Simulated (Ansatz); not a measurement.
Runs of Ansatz 0.2.0 on Ti. The structure is cubic, space group Im-3m (No. 229). The conventional cell has a = 3.282 Å, b = 3.282 Å, c = 3.282 Å, α = 90.00°, β = 90.00°, γ = 90.00°. Ti (site symmetry m-3m) is surrounded by 8 Ti at 2.84 Å. This isn't the form of Ti at room conditions, which is hcp.

```tsv
task	level	cell	k mesh	cutoff (eV)	q mesh	points for each segment of the path	atoms under strain	mesh quality	gap on the mesh (eV)	pressure (GPa)
phonons	PBEsol	as given	10 × 10 × 10	420	2 × 2 × 2	8	-	not flagged	none	-
single point	PBEsol	as given	11 × 11 × 11	420	-	-	-	not flagged	none	-6.8
single point	PBEsol	cell strained at random at fixed volume	11 × 11 × 11	420	-	-	-	not flagged	none	-6.7
elastic constants	PBEsol	as given	10 × 10 × 10	420	-	-	relaxed	not flagged	none	-6.7
band structure	LDA	as given	7 × 7 × 7	420	-	14	-	coarse	none	(a)
band structure	r2SCAN	as given	7 × 7 × 7	500	-	14	-	coarse	none	-2.5
```

Alike in all rows: potentials or basis Ansatz PAW; no spin polarisation; smearing fermi-dirac 0.05 eV.

Question: Fill in the values left out.

Answer: (a) -9.8.

Caveats: some runs use coarse meshes; the PAW data sets come from PBE, with cores solved anew for the run's functional, which leaves a small shift of forces and pressure; some modes are imaginary (some runs); the cell is more than 3 GPa from zero pressure, which shifts response properties (some runs); the elastic tensor has a negative eigenvalue, so either the cell is unstable as it stands or the mesh is too thin (some runs).

A gap of «none» marks a metal or a gap under the smearing width.
